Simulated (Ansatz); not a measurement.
## Y2NS2 MXene monolayer in a perpendicular field

What dipole does a perpendicular field induce in the Y2NS2 MXene monolayer? A positive field points along +c.

Method: plane-wave DFT, PBE-D3(BJ), Ansatz PAW, in Ansatz 0.2.0.

**1. The structure**

The cell holds 5 atoms: 2 S, 2 Y and 1 N. Cell: a = 3.406 Å, b = 3.406 Å, c = 44.161 Å, α = 90.0°, β = 90.0°, γ = 120.0°. Vacuum lies along c.

**2. Relaxing the slab**

The starting cell is a guess, so the in-plane lattice and the atoms are relaxed first, with the slab cut off from its images along the normal.

Contents of input.yaml:

```yaml
crystal:
  lattice:
    - [3.40626, 0.0, 0.0]
    - [-1.70313, 2.9499076919, 0.0]
    - [0.0, 0.0, 44.1610554266]
  atoms:
    - { symbol: S, position: [0.3333333333, 0.6666666667, 0.4257144631] }
    - { symbol: "Y", position: [0.6666666667, 0.3333333333, 0.4695655044], spin: 1.0 }
    - { symbol: "N", position: [0.0, 0.0, 0.5] }
    - { symbol: "Y", position: [0.3333333333, 0.6666666667, 0.5304344956], spin: 1.0 }
    - { symbol: S, position: [0.6666666667, 0.3333333333, 0.5742855369] }
  periodic: [true, true, false]
magnetization:
  spin_polarized: true
kpoints:
  mp_grid: { grid: [12, 12, 1] }
hamiltonian:
  xc: pbe
  dispersion: d3bj
scf:
  occupations: { method: fermi_dirac, width: 0.05 }
  convergence: { dr2_threshold: 1.0e-09 }
relax:
  f_tol: 0.004
  max_steps: 90
  cell: {}
output:
  write_potential: true
  write_density: true
  volumetric_format: npy
```

On the command line:

```bash
ansatz run input.yaml --threads 2 --pin off --max-ram 3072MiB --backend cpu --events-out ev --progress --plain --runs-dir out
```

Numbers of over 12 decimals in the logs are rounded to 6 here.

Output:

```text
Warning: relax.cell: scf.convergence.dr2_threshold = 1e-9 eV is looser than the 1.82303070341e-10 eV advised for a relaxation that steers and ends on the stress (1e-10 eV for each atom of the cell: 5, times the square of relax.cell.stress_2d_tol = 0.05 N/m over 16.6 Å (the atoms' height at the walk's start and 5 Å past either face), 3.019e-2 GPa, over a crystal's default 0.05). What an SCF threshold leaves in a stress goes as its square root, and in the free energy as the threshold itself, and one threshold admits the most on a small cell: [figures from the program's tests cut] Set scf.convergence.dr2_threshold to 1.82303070341e-10 eV or tighter. [rest of the remark cut]
Engine: ansatz 0.2.0, x86_64-unknown-linux-gnu
Pseudopotentials: kind: paw
Pseudopotential: S, paw, valence charge 6, recommended cutoff 420 eV (normal), S.paw.azcp
Pseudopotential: Y, paw, valence charge 11, recommended cutoff 420 eV (normal), Y.paw.azcp
Pseudopotential: N, paw, valence charge 5, recommended cutoff 420 eV (normal), N.paw.azcp
Functional definition: PBE
  parameter kappa = 0.804
  parameter beta = 0.066725
  exchange = pbe_x(kappa = kappa, mu = beta*pi^2/3)
  correlation = pbe_c(beta = beta)
Crystal: 5 atoms, lattice volume = 443.737 Å³
Basis set: ecut = 420 eV, 8715 PW (Γ), exchange–correlation on 48×48×600 points (8 copies of the dense FFT grid, shifted against one another)
Bands: 26, of which v1, the nominal top of the filled ones, is band 20 counted from 1 (19 counted from 0)
Symmetry: 12 space group operations
Space group: P-3m1 (ITA 164), of the structure as read, at distance tolerance 7.6e-5 Å
Magnetic group: BNS 164.85 (UNI 1315), of the structure as read, at distance tolerance 7.6e-5 Å
k-points: 19 of 144
Non-local potential: S, projectors of the file, l = 0: 2, l = 1: 2, l = 2: 2
Non-local potential: Y, projectors of the file, l = 0: 3, l = 1: 2, l = 2: 2, l = 3: 1
Non-local potential: N, projectors of the file, l = 0: 2, l = 1: 2, l = 2: 1
PAW form: soft (Blöchl's): semilocal exchange-correlation on the pseudo side does not see the compensation charge
PAW one-centre angular grid: S, 110 points (default); XC on 64 Gauss nodes
PAW one-centre angular grid: Y, 590 points (default); XC on 64 Gauss nodes
PAW one-centre angular grid: N, 110 points (default); XC on 64 Gauss nodes
Initial density: superposition of atomic densities (neutral atoms: chi_scale 0, normalization atom)
Starting moments: Σ|m| = 2 μB on 2 of 5 sites
Initial wavefunctions: pseudopotential atomic-orbital guess
Functional: x = pbe(κ = 0.804, μ = 0.219515), c = pbe(β = 0.066725)
SCF iter   1: F=—  HF=-9895.606526 eV  |F-HF|=—  |Δ(HF+E_count)|=         —  Δρ=2.29e-2 (↑2.22e-2 ↓2.29e-2)  dr2=1.47e1  dr2_m=1.47e-1  M=0.422 μB ∫|m|=0.596 μB  β_m=0.30  ethr=3.10e-3  ⟨swp⟩=12.6  Hψ=7655  notcnv=0
Mixer restart at iter 1: flushing history
preconditioner: auto → LDOS  [metal: Δε(μ)=0.038 eV  Ē_g=9.030 eV  σ=0.050 eV  W_gap=0.19  n_scr=24 (ndim 8)  ℏωp=8.5 eV  f_vac=0.759  D(μ)=3.25/eV (n_scr^D=16)]
spin=Collinear: LDOS preconditioning applied to the charge; magnetization (m = ρ↑ − ρ↓) channel mixes plain (no charge-response kernel on spin).
SCF iter   2: F=—  HF=-9892.789363 eV  |F-HF|=—  |Δ(HF+E_count)|=    2.82e0  Δρ=8.17e-3 (↑8.17e-3 ↓7.82e-3)  dr2=1.25e0  dr2_m=8.73e-2  M=0.271 μB ∫|m|=0.473 μB  β_m=0.35  ethr=3.10e-3  ⟨swp⟩=4.1  Hψ=2386  notcnv=0  defer=44
SCF iter   3: F=—  HF=-9892.714065 eV  |F-HF|=—  |Δ(HF+E_count)|=   7.53e-2  Δρ=5.11e-3 (↑5.11e-3 ↓4.50e-3)  dr2=1.97e-1  dr2_m=3.26e-2  M=0.188 μB ∫|m|=0.358 μB  β_m=0.58  ethr=3.10e-3  ⟨swp⟩=2.8  Hψ=1859  notcnv=0  defer=45
SCF iter   4: F=—  HF=-9892.822661 eV  |F-HF|=—  |Δ(HF+E_count)|=         —  Δρ=1.35e-3 (↑1.35e-3 ↓1.30e-3)  dr2=2.05e-2  dr2_m=3.30e-3  M=0.065 μB ∫|m|=0.149 μB  β_m=0.58  ethr=5.04e-4  ⟨swp⟩=3.7  Hψ=2266  notcnv=0  defer=45
SCF iter   5: F=—  HF=-9892.826128 eV  |F-HF|=—  |Δ(HF+E_count)|=   3.47e-3  Δρ=6.64e-4 (↑5.82e-4 ↓6.64e-4)  dr2=5.10e-3  dr2_m=9.07e-4  M=0.041 μB ∫|m|=0.092 μB  β_m=0.79  ethr=5.25e-5  ⟨swp⟩=2.9  Hψ=1930  notcnv=0  defer=45
SCF iter   6: F=—  HF=-9892.828384 eV  |F-HF|=—  |Δ(HF+E_count)|=   2.26e-3  Δρ=1.78e-4 (↑1.78e-4 ↓1.40e-4)  dr2=7.41e-5  dr2_m=7.91e-5  M=0.013 μB ∫|m|=0.027 μB  β_m=0.89  ethr=1.31e-5  ⟨swp⟩=3.7  Hψ=2267  notcnv=0  defer=45
SCF iter   7: F=—  HF=-9892.828534 eV  |F-HF|=—  |Δ(HF+E_count)|=   1.50e-4  Δρ=7.51e-5 (↑7.51e-5 ↓6.76e-5)  dr2=2.47e-5  dr2_m=1.53e-5  M=0.008 μB ∫|m|=0.014 μB  β_m=0.89  ethr=1.90e-7  ⟨swp⟩=3.3  Hψ=2371  notcnv=0  defer=45
SCF iter   8: F=—  HF=-9892.828556 eV  |F-HF|=—  |Δ(HF+E_count)|=   2.21e-5  Δρ=1.86e-5 (↑1.86e-5 ↓1.80e-5)  dr2=3.09e-6  dr2_m=8.41e-7  M=0.003 μB ∫|m|=0.004 μB  β_m=0.84  ethr=6.32e-8  ⟨swp⟩=3.1  Hψ=2095  notcnv=0  defer=45
SCF iter   9: F=—  HF=-9892.828559 eV  |F-HF|=—  |Δ(HF+E_count)|=   3.13e-6  Δρ=7.32e-6 (↑7.32e-6 ↓6.28e-6)  dr2=4.21e-7  dr2_m=1.04e-7  M=0.002 μB ∫|m|=0.002 μB  β_m=0.86  ethr=7.93e-9  ⟨swp⟩=3.5  Hψ=2302  notcnv=0  defer=45
SCF iter  10: F=—  HF=-9892.828559 eV  |F-HF|=—  |Δ(HF+E_count)|=   4.29e-7  Δρ=4.34e-6 (↑4.34e-6 ↓3.00e-6)  dr2=1.09e-7  dr2_m=4.80e-8  M=0.002 μB ∫|m|=0.002 μB  β_m=0.90  ethr=1.08e-9  ⟨swp⟩=3.6  Hψ=2297  notcnv=0  defer=45
SCF iter  11: F=—  HF=-9892.828559 eV  |F-HF|=—  |Δ(HF+E_count)|=   1.33e-7  Δρ=2.59e-6 (↑2.50e-6 ↓2.59e-6)  dr2=1.25e-8  dr2_m=2.44e-8  M=0.001 μB ∫|m|=0.001 μB  β_m=0.95  ethr=2.80e-10  ⟨swp⟩=2.8  Hψ=1705  notcnv=0  defer=45
SCF iter  12: F=—  HF=-9892.828559 eV  |F-HF|=—  |Δ(HF+E_count)|=   7.52e-8  Δρ=1.98e-6 (↑1.98e-6 ↓1.82e-6)  dr2=1.17e-8  dr2_m=1.22e-8  M=0.001 μB ∫|m|=0.001 μB  β_m=0.97  ethr=3.19e-11  ⟨swp⟩=4.0  Hψ=2615  notcnv=0  defer=45
SCF iter  13: F=—  HF=-9892.828560 eV  |F-HF|=—  |Δ(HF+E_count)|=   4.51e-8  Δρ=6.82e-7 (↑5.54e-7 ↓6.82e-7)  dr2=4.93e-9  dr2_m=7.32e-10  M=0.000 μB ∫|m|=0.000 μB  β_m=0.91  ethr=3.00e-11  ⟨swp⟩=3.8  Hψ=2283  notcnv=0  defer=45
SCF iter  14: F=—  HF=-9892.828560 eV  |F-HF|=—  |Δ(HF+E_count)|=   9.30e-9  Δρ=1.77e-7 (↑1.77e-7 ↓1.64e-7)  dr2=4.94e-10  dr2_m=5.41e-11  M=0.000 μB ∫|m|=0.000 μB  β_m=0.85  ethr=1.26e-11  ⟨swp⟩=3.1  Hψ=1831  notcnv=0  defer=45
SCF iter  15: F=-9892.828560 eV  HF=-9892.828560 eV  |F-HF|=1.75e-10  |Δ(HF+E_count)|=   2.45e-9  Δρ=3.92e-8 (↑3.92e-8 ↓3.78e-8)  dr2=8.07e-12  dr2_m=3.77e-12  M=0.000 μB ∫|m|=0.000 μB  ethr=1.27e-12  ⟨swp⟩=7.9  Hψ=7330  notcnv=0
[...]
relax step   6: F+E_penalty+E_count = -9893.45752815 eV  Δ(F+E_penalty+E_count) = -1.895e-2 eV  max|allowed force component| = 3.581e-4 eV/Å  Δτ_max = 0.0000 Å  P = +0.286 N/m  Ω = 512.337 Å³  fix = [c, alpha, beta]  reactions: c +0.000 N/m  stress off target by 2.86e-1 N/m on what of the cell is left free  SCF on the basis re-selected at this cell (its energy is not comparable with the rows above)  (7 SCF iters)
[...]
relax step   7: F+E_penalty+E_count = -9893.45787625 eV  Δ(F+E_penalty+E_count) = -3.481e-4 eV  max|allowed force component| = 1.663e-2 eV/Å  Δτ_max = 0.0082 Å  P = +0.096 N/m  Ω = 514.476 Å³  energy of the carried Pulay correction = -2.361e-4 eV  fix = [c, alpha, beta]  reactions: c +0.000 N/m  (8 SCF iters, accepted)
[...]
relax step   8: F+E_penalty+E_count = -9893.45785081 eV  Δ(F+E_penalty+E_count) = +2.544e-5 eV  max|allowed force component| = 1.196e-2 eV/Å  Δτ_max = 0.0060 Å  P = +0.054 N/m  Ω = 515.777 Å³  energy of the carried Pulay correction = -3.835e-4 eV  fix = [c, alpha, beta]  reactions: c +0.000 N/m  (7 SCF iters, accepted)
[...]
relax step   9: F+E_penalty+E_count = -9893.45785005 eV  Δ(F+E_penalty+E_count) = +7.617e-7 eV  max|allowed force component| = 1.860e-4 eV/Å  Δτ_max = 0.0005 Å  P = +0.002 N/m  Ω = 515.929 Å³  energy of the carried Pulay correction = -4.008e-4 eV  fix = [c, alpha, beta]  reactions: c +0.000 N/m  (6 SCF iters, accepted)
iter 1 solved again at ethr=5.50e-8 eV; its pass at ethr=3.10e-3 eV (dr2=2.15e-5 eV) is discarded
SCF iter   1: F=—  HF=-9893.458262 eV  |F-HF|=—  |Δ(HF+E_count)|=         —  Δρ=4.23e-6 (↑4.23e-6 ↓4.23e-6)  dr2=6.40e-8  dr2_m=1.80e-12  M=0.000 μB ∫|m|=0.000 μB  β_m=0.65  ethr=5.50e-8  ⟨swp⟩=6.7  Hψ=12500  notcnv=0
preconditioner: auto → LDOS  [metal: Δε(μ)=0.068 eV  Ē_g=8.343 eV  σ=0.050 eV  W_gap=0.32  n_scr=22 (ndim 8)  ℏωp=7.8 eV  f_vac=0.779  D(μ)=3.32/eV (n_scr^D=14)]
spin=Collinear: LDOS preconditioning applied to the charge; magnetization (m = ρ↑ − ρ↓) channel mixes plain (no charge-response kernel on spin).
SCF iter   2: F=—  HF=-9893.458253 eV  |F-HF|=—  |Δ(HF+E_count)|=   9.72e-6  Δρ=1.42e-6 (↑1.42e-6 ↓1.42e-6)  dr2=6.79e-9  dr2_m=4.07e-13  M=0.000 μB ∫|m|=0.000 μB  β_m=0.57  ethr=1.64e-10  ⟨swp⟩=4.0  Hψ=2692  notcnv=0
SCF iter   3: F=—  HF=-9893.458257 eV  |F-HF|=—  |Δ(HF+E_count)|=   4.22e-6  Δρ=4.75e-7 (↑4.75e-7 ↓4.74e-7)  dr2=1.08e-9  dr2_m=9.65e-14  M=0.000 μB ∫|m|=0.000 μB  β_m=0.70  ethr=1.74e-11  ⟨swp⟩=3.1  Hψ=1902  notcnv=0
SCF iter   4: F=-9893.458258 eV  HF=-9893.458258 eV  |F-HF|=8.82e-8  |Δ(HF+E_count)|=   9.25e-7  Δρ=1.18e-7 (↑1.18e-7 ↓1.17e-7)  dr2=2.58e-10  dr2_m=2.33e-14  M=0.000 μB ∫|m|=0.000 μB  ethr=2.56e-12  ⟨swp⟩=13.5  Hψ=8268  notcnv=0
the starting moments were not kept: the SCF closed with an absolute magnetisation of 6.1e-7 μB, where they sum to 2 μB in size (2 sites). That is at most 0.1 of that sum. Measured as dr2_m measures the in/out step, that magnetisation stands 4.4e-14 eV from none, at or under the dr2_threshold of 1.0e-9 eV: it is no larger than a step whose dr2_m would equal this threshold.
SCF 10 converged in 4 iterations: F = -9893.458258 eV  dr2 = 2.58e-10
relax step  10: F+E_penalty+E_count = -9893.45825776 eV  Δ(F+E_penalty+E_count) = -4.077e-4 eV  max|allowed force component| = 1.180e-4 eV/Å  Δτ_max = 0.0000 Å  P = +0.004 N/m  Ω = 515.929 Å³  fix = [c, alpha, beta]  reactions: c +0.000 N/m  stress off target by 3.90e-3 N/m on what of the cell is left free  SCF on the basis re-selected at this cell (its energy is not comparable with the rows above)  (4 SCF iters)
basis re-selected at this cell: Δ(F+E_penalty+E_count) = -4.077e-4 eV, ΔP = +0.002 N/m vs the last step (what re-selecting the basis moved, of the pressure what is left beyond the Pulay correction that the steps carried, after the strain that the cell walked since its last selection, with what the two solves' SCF thresholds leave and, on support functions, any second-order correction that the steps lacked; it is no m [...]
WARN: The input density's exchange-correlation potential varies sharply where the density is thin. Do not read a vacuum level from v_tot or v_xc, or from such a field of the output density. On a cell that repeats whose density bears no net charge and no dipole along the vacuum's axis use v_es (v_loc + v_h of the components); under efield.dipole_correction with no amplitude use v_es + v_field, which holds any external [...]
SCF converged after 4 iterations
Magnetization: 0.0000 μB (19.5000 up, 19.5000 down)
Absolute magnetization: 0.0000 μB (∫|ρ↑−ρ↓|, with the PAW one-centre terms)
Spin contamination: 0.0000 ħ² per cell (⟨S²⟩ above its minimum at these occupations)
Per-site moments (μB) at R_I (Å): [(1.4291526584444072e-7, 1.089834), (-1.0577831260853187e-8, 1.045877), (1.6536824781640545e-7, 1.045877), (-1.0577831247758738e-8, 1.045877), (1.4291526586545018e-7, 1.089834)]
Free energy (F): -9893.458258 eV
Harris-Foulkes:  -9893.458258 eV  (|F-HF|=8.82e-8)
Internal energy: -9893.429597 eV  (E = F + TS)
E sigma→0 (E₀):  -9893.443927 eV
Entropy (-TS):   -0.028661 eV (-5.732 meV/atom)
Fermi energy:    -7.200700 eV
--- Per-component energies (eV) ---
  E_band       = -780.590027
  E_kinetic    = 954.448946
  E_local      = -104174.055844  (includes V_loc(G=0)·N_el)
  E_nonlocal   = 201.788068
  E_hartree    = 51511.917986
  E_xc         = -603.154704
  E_vxc        = -652.100527  (∫ρ·V_xc dr)
  E_paw        = -6977.783715  (= ΣΔE_a)
  E_vpaw       = -134.507725  (= ΣTr[D̂ρ^β])
  E_aug_tail   = 0.000097  (compensation charges beyond the density's cutoff)
  E_ewald      = 49194.638155
  E_disp       = -1.228587  (pairwise vdW)
  E_smearing   = -0.028661  (= −TS)
  E_closure    = -0.000000  (closes the sum)
  Σ components = -9893.458258   (vs F -9893.458258, Δ=0.00e0)
--- Forces (eV/Å), atoms counted from 1 ---
  atom   1  S      0.00000000     0.00000000    -0.00004436
  atom   2  Y     -0.00000000    -0.00000000     0.00011803
  atom   3  N      0.00000000     0.00000000     0.00000000
  atom   4  Y      0.00000000     0.00000000    -0.00011803
  atom   5  S      0.00000000    -0.00000000     0.00004436
  max |Σ_I F_I| component: 1.36e-20 eV/Å
--- 2D stress c σ (N/m, compression-positive) ---
        0.003904       0.000000      -0.000000
        0.000000       0.003904      -0.000000
       -0.000000      -0.000000       0.000000
  P = ½ c Tr σ = 0.0039 N/m
--- Band table (eV; the first three rows and the last of 38) ---
  k-point 0 ↑: bands = [... 16 lower, -7.3874, -7.2197, -6.6425, -6.6425, -3.6321, -3.6321, -3.3757, -2.7040, ... 2 higher]
  k-point 1 ↑: bands = [... 16 lower, -7.4007, -7.0116, -6.9397, -6.7509, -3.8231, -3.4677, -3.3172, -2.5039, ... 2 higher]
  k-point 2 ↑: bands = [... 16 lower, -7.7861, -7.4493, -6.9726, -6.9545, -4.2762, -3.1202, -3.0675, -2.3771, ... 2 higher]
  k-point 18 ↓: bands = [... 16 lower, -8.1368, -8.1368, -8.0030, -8.0030, -3.1613, -3.1613, -2.6580, -1.1922, ... 2 higher]
  the weakly bound empty levels are not read free of the cell's end (no_gap_told)
--- Relaxed structure (8 steps of the walk, 8 accepted, 2 SCFs on fresh bases) ---
  F+E_penalty+E_count = -9893.45825776 eV   max|allowed force component| = 1.180e-4 eV/Å   (the final SCF, on the basis selected at the relaxed cell)
  cell:  # Å, volume = 515.9292 Å³
    - [3.672908, 0.0, 0]
    - [-1.836454, 3.180831, 0]
    - [0, 0, 44.1610554266]
  atoms:
    - { symbol: S, position: [0.333333, 0.666667, 0.432841] }
    - { symbol: Y, position: [0.666667, 0.333333, 0.468527] }
    - { symbol: N, position: [0, 0, 0.500000] }
    - { symbol: Y, position: [0.333333, 0.666667, 0.531473] }
    - { symbol: S, position: [0.666667, 0.333333, 0.567159] }
```

The job ended after 2.4 min (2 threads of Intel Xeon Platinum 8375C at 2.90GHz (Ice Lake), shared host; peak memory 1 GiB; 4.6 min of CPU time).

Relaxation path:

```
step  energy less that of the first step (eV)  largest force component (eV/Å)  volume (Å³)
   1                                   0.0000                          2.0329       443.74
   2                                  -0.4568                          1.2028       483.83
   3                                  -0.5695                          0.5728       519.54
   4                                  -0.6097                          0.0325       512.88
   5                                  -0.6100                          0.0019       512.34
  6*                                  -0.6290                          0.0004       512.34
   7                                  -0.6293                          0.0166       514.48
   8                                  -0.6293                          0.0120       515.78
   9                                  -0.6293                          0.0002       515.93
 10*                                  -0.6297                          0.0001       515.93
```

Relaxation steps marked * repeat the geometry before them on a plane-wave basis chosen anew for their cell, so energy and pressure can jump there.

The run keeps the 12 symmetry operations that it works with, so distortions that break them were not tested.

```
cell as run  before  after  change
      a (Å)   3.406  3.673  +7.8 %
      b (Å)   3.406  3.673  +7.8 %
```

The atoms that moved most (Å, along periodic axes as changes of fractional coordinates times the final cell, across vacuum about the mean position):

```
atom     dx     dy      dz  length
  S5  0.000  0.000  -0.315   0.315
  S1  0.000  0.000   0.315   0.315
  Y2  0.000  0.000  -0.046   0.046
  Y4  0.000  0.000   0.046   0.046
```

The relaxed structure:

```cif
data_structure
_symmetry_space_group_name_H-M 'P 1'
_symmetry_Int_Tables_number 1
_cell_length_a 3.6729
_cell_length_b 3.6729
_cell_length_c 44.1611
_cell_angle_alpha 90.000
_cell_angle_beta 90.000
_cell_angle_gamma 120.000
_cell_volume 515.93
loop_
_atom_site_label
_atom_site_type_symbol
_atom_site_fract_x
_atom_site_fract_y
_atom_site_fract_z
_atom_site_occupancy
S1 S 0.33333 0.66667 0.43284 1
Y2 Y 0.66667 0.33333 0.46853 1
N3 N 0.00000 0.00000 0.50000 1
Y4 Y 0.33333 0.66667 0.53147 1
S5 S 0.66667 0.33333 0.56716 1
```

Numbers from this step:

```
energy at zero smearing : -9893.4439 eV
```

The lattice constant a goes from 3.406 to 3.673 Å.

(Part 1 of 2 ends here.)

[Logs are printed without paths, hosts, clocks, repeated set-up lines and the standing remarks that a program may print on its own settings, such as how far it seeks lower states.]

[Hosts, paths, dates, database ids (printed as entryN), source tags and the programs' standing remarks are cut or masked in the printed files.]

[Maps of the electrostatic potential energy from Ansatz leave out the sawtooth potential of an applied field or a dipole correction, so their vacuum need not be flat; planar profiles and work functions include it.]
